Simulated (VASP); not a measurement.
# MgO (P-6m2) in VASP: notebook, part 2 of 2

VASP 6.6.1.

### 5 Single point, PBE

INCAR

```
ADDGRID = False
ALGO = Normal
EDIFF = 1E-7
ENCUT = 600
GGA = PE
ISIF = 2
ISMEAR = 0
LASPH = True
LCHARG = False
LREAL = False
LWAVE = False
NELM = 100
PREC = Accurate
SIGMA = 0.05
```

KPOINTS

```
k-points
0
Gamma
  11 11 10
```

POSCAR

```
MgO
1.0
    2.9380209034      0.0000000000      0.0000000000
   -1.4690104517      2.5444007392      0.0000000000
    0.0000000000      0.0000000000      2.6796800000
Mg O
1 1
Direct
    0.0000000000      0.0000000000      0.0000000000
    0.3333333333      0.6666666667      0.5000000000
```

Potentials or basis: VASP PAW PBE potentials, release 64 (Mg, O_h).

Started as:

```console
cat potpaw_PBE.64/Mg/POTCAR potpaw_PBE.64/O_h/POTCAR > POTCAR
mpirun -np 1 vasp_std > vasp.out
```

OUTCAR:

```text
EDIFF = 1E-7
   ENCUT = 600
   GGA = PE
   ISIF = 2
   ISMEAR = 0
   LASPH = True
   LREAL = False
   NELM = 100
   PREC = Accurate

 Found     96 irreducible k-points:

 Following reciprocal coordinates:
            Coordinates               Weight
  0.000000  0.000000  0.000000      1.000000
  0.090909  0.000000  0.000000      6.000000
  0.181818  0.000000  0.000000      6.000000
  0.272727  0.000000  0.000000      6.000000
  0.363636  0.000000  0.000000      6.000000
  0.454545  0.000000  0.000000      6.000000
   k-points           NKPTS =     96   k-points in BZ     NKDIM =     96   number of bands    NBANDS=      8
   number of dos      NEDOS =    301   number of ions     NIONS =      2
   total plane-waves  NPLWV =  13824
   dimension x,y,z NGX =    24 NGY =   24 NGZ =   24
   dimension x,y,z NGXF=    48 NGYF=   48 NGZF=   48
   ions per type =               1   1
   NGX,Y,Z   is equivalent  to a cutoff of  13.58, 13.58, 14.89 a.u.
   NGXF,Y,Z  is equivalent  to a cutoff of  27.16, 27.16, 29.78 a.u.
 SYSTEM =  unknown system
   PREC   = accura    normal or accurate (medium, high low for compatibility)
   ISTART =      0    job   : 0-new  1-cont  2-samecut
   ICHARG =      2    charge: 1-file 2-atom 10-const
   ISPIN  =      1    spin polarized calculation?
   LNONCOLLINEAR =      F non collinear calculations
   LSORBIT =      F    spin-orbit coupling
   LASPH  =      T    aspherical Exc in radial PAW
   ENCUT  =  600.0 eV  44.10 Ry    6.64 a.u.   5.87  5.87  5.35*2*pi/ulx,y,z
   NELM   =    100;   NELMIN=  2; NELMDL= -5     # of ELM steps
   EDIFF  = 0.1E-06   stopping-criterion for ELM
   LREAL  =      F    real-space projection
   EDIFFG = 0.1E-05   stopping-criterion for IOM
   NSW    =      0    number of steps for IOM
   IBRION =     -1    ionic relax: 0-MD 1-quasi-New 2-CG
   NFREE  =      0    steps in history (QN), initial steepest desc. (CG)
   ISIF   =      2    stress and relaxation
   ISYM   =      2    0-nonsym 1-usesym 2-fastsym
   POTIM  = 0.5000    time-step for ionic-motion
   TEBEG  =    0.0;   TEEND  =   0.0 temperature during run
   PSTRESS=    0.0 pullay stress
   NELECT =       8.0000    total number of electrons
   NUPDOWN=      -1.0000    fix difference up-down
   EMIN   =  10.00;   EMAX   =-10.00  energy-range for DOS
   EFERMI =   0.00;   METHOD = LEGACY
   ISMEAR =     0;   SIGMA  =   0.05  broadening in eV -4-tet -1-fermi 0-gaus
   EFERMI_NEDOS =   21; number of points for ismear=-14 and -15
   IALGO  =     38    algorithm
   IMIX   =      4    mixing-type and parameters
     AMIX     =   0.40;   BMIX     =  1.00
     AMIX_MAG =   1.60;   BMIX_MAG =  1.00
  volume/ion in A,a.u.               =      10.02        67.59
  Fermi-wavevector in a.u.,A,eV,Ry     =   1.205583  2.278221 19.775115  1.453430
  Thomas-Fermi vector in A             =   2.341275
   LORBIT       =      0    0 simple, 1 ext, 2 COOP (PROOUT), +10 PAW based schemes
   GGA     = PE    functional components
   LHFCALC =     F    Hartree Fock is set to
   AEXX    =    0.0000 exact exchange contribution
   IVDW    =     0    specifies the selected vdW correction
   LEPSILON=     F    determine dielectric tensor
   LRPA    =     F    only Hartree local field effects (RPA)
 non-spin polarized calculation
 Gauss-broadening in eV      SIGMA  =   0.05
  energy-cutoff  :      600.00
  volume of cell :       20.03
 maximum number of plane-waves:       683
 NGX is ok and might be reduce to    24
   NGX = 11   NGY = 11   NGZ = 11

 number of electron       7.9999999 magnetization

 Free energy of the ion-electron system (eV)
  ---------------------------------------------------
  ext. energy  EPLUGINS =         0.00000000
  ---------------------------------------------------
  free energy    TOTEN  =       -11.14114061 eV

  energy without entropy =      -11.14114061  energy(sigma->0) =      -11.14114061

 E-fermi :   3.9323     XC(G=0): -10.7426

 val. band max:        3.6969976723   @ k =   0.3636   0.2727   0.0000
 cond. band min:       6.6420408141   @ k =   0.0000   0.0000   0.0000
 fundamental gap:      2.9450431418
 Fermi energy:         3.9323356984

 k-point     1 :       0.0000    0.0000    0.0000
  band No.  band energies     occupation
      1     -13.8494      2.00000
      2       3.1288      2.00000
      3       3.1288      2.00000
      4       3.3213      2.00000
      5       6.6420      0.00000
      6      15.5578      0.00000
      7      19.2562      0.00000
      8      19.2562      0.00000

 k-point     2 :       0.0909    0.0000    0.0000
  band No.  band energies     occupation
      1     -13.7781      2.00000
      2       2.5502      2.00000
      3       3.0564      2.00000
      4       3.3483      2.00000
      5       7.1908      0.00000
      6      15.5754      0.00000
      7      18.4067      0.00000
      8      19.4718      0.00000

 k-point     3 :       0.1818    0.0000    0.0000
  band No.  band energies     occupation
      1     -13.5800      2.00000
      2       1.4197      2.00000
      3       2.8964      2.00000
      4       3.4242      2.00000
      5       8.2540      0.00000
      6      15.2578      0.00000
      7      17.5879      0.00000
      8      20.0311      0.00000

 k-point     4 :       0.2727    0.0000    0.0000
  band No.  band energies     occupation
      1     -13.3036      2.00000
      2       0.2753      2.00000
      3       2.6934      2.00000
      4       3.5073      2.00000
      5       9.2725      0.00000
      6      14.5136      0.00000
      7      17.4946      0.00000
      8      20.6992      0.00000

 k-point     5 :       0.3636    0.0000    0.0000
  band No.  band energies     occupation
      1     -13.0295      2.00000
      2      -0.6295      2.00000
      3       2.5199      2.00000
      4       3.5933      2.00000
      5       9.9691      0.00000
      6      14.1109      0.00000
      7      17.2640      0.00000
      8      21.2237      0.00000

 k-point     6 :       0.4545    0.0000    0.0000
  band No.  band energies     occupation
      1     -12.8555      2.00000
      2      -1.1147      2.00000
      3       2.4235      2.00000
      4       3.6574      2.00000
      5      10.2487      0.00000
      6      14.2068      0.00000
      7      16.8502      0.00000
      8      21.4895      0.00000

 [... further k-points ...]

------------------------ aborting loop because EDIFF is reached ----------------------------------------

  FORCE on cell =-STRESS in cart. coord.  units (eV):
  Direction    XX          YY          ZZ          XY          YZ          ZX
  --------------------------------------------------------------------------------------
  -------------------------------------------------------------------------------------
  Total       -3.6311292     -3.6311292     -3.5981405      0.0000000     -0.0000000      0.0000000
  in kB     -290.4216261   -290.4216261   -287.7831584      0.0000000     -0.0000000      0.0000000
  external PRESSURE =    -289.5421368 kB  Pullay stress =       0.0000000 kB

 VOLUME and BASIS-vectors are now :
 -----------------------------------------------------------------------------
  energy-cutoff  :      600.00
  volume of cell :       20.03
      direct lattice vectors                 reciprocal lattice vectors
     2.938020903  0.000000000  0.000000000     0.340365175  0.196509926  0.000000000
    -1.469010452  2.544400739  0.000000000     0.000000000  0.393019851  0.000000000
     0.000000000  0.000000000  2.679680000     0.000000000  0.000000000  0.373178887

 POSITION                                       TOTAL-FORCE (eV/Angst)
 -----------------------------------------------------------------------------------
      0.00000      0.00000      0.00000         0.000000      0.000000      0.000000
     -0.00000      1.69627      1.33984        -0.000000      0.000000      0.000000
 -----------------------------------------------------------------------------------
    total drift:                                0.000000     -0.000000     -0.000000

  FREE ENERGIE OF THE ION-ELECTRON SYSTEM (eV)
  ---------------------------------------------------
  free  energy   TOTEN  =       -11.1411406144 eV

  energy  without entropy=      -11.1411406144  energy(sigma->0) =      -11.14114061
```

stdout:

```text
POSCAR found type information on POSCAR MgO
 POSCAR found :  2 types and       2 ions
 scaLAPACK will be used
 LDA part: xc-table for (Slater+PW92), standard interpolation
 POSCAR, INCAR and KPOINTS ok, starting setup
 FFT: planning ... GRIDC
 FFT: planning ... GRID_SOFT
 FFT: planning ... GRID
 WAVECAR not read
 entering main loop
```

Run time: 13 s. Hardware: 1 thread of AMD EPYC 7R13 (Zen 3), shared host; peak memory 0.12 GiB.

The run converged, but a check on its numbers failed (symmetry, net force, bounds or a known fault of this set-up), so they aren't taken as properties of the crystal.

Caveat: the cutoff lies under the usual one of these potentials, so the numbers hold a large basis-set error; a pressure of tens of GPa on the cell as given is suspect, and the run, the potentials or the cell itself is likely at fault; an odd mesh through Γ misses points on the zone boundary, where band edges often lie.
